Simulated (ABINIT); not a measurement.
The system is Eu.

```
Eu
1.0
    -2.30300    2.30300    2.30300
     2.30300   -2.30300    2.30300
     2.30300    2.30300   -2.30300
Eu
1
Direct
  0.00000 0.00000 0.00000
```

Base run:

| Property | Result |
| --- | --- |
| Program | ABINIT 10.8.3 (patched build) |
| Functional | PBE |
| Potentials or basis | PseudoDojo NC SR PBE v0.4 lanthanides 3+ (4f in core; v0.4.1 standard for the other elements) |
| Cutoff | 571 eV |
| k mesh | 6 × 6 × 6 |
| Occupations | fermi-dirac, width 0.05 eV |
| Spin | collinear spin, ferromagnetic start |
| Starting moments | [7.0] μB |

Its results: pressure -7.8 GPa; net moment 0.55 μB per cell.

Task: The run is repeated on the same cell with these changes: k mesh from 6 × 6 × 6 to 10 × 10 × 10, with 2 shifts; occupations from fermi-dirac, width 0.05 eV to fermi-dirac, width 0.136 eV. What comes out?

Result: Pressure -7.6 GPa; net moment 0.00 μB per cell.

Caveats: the cutoff is short for stress, so the pressure is rough.
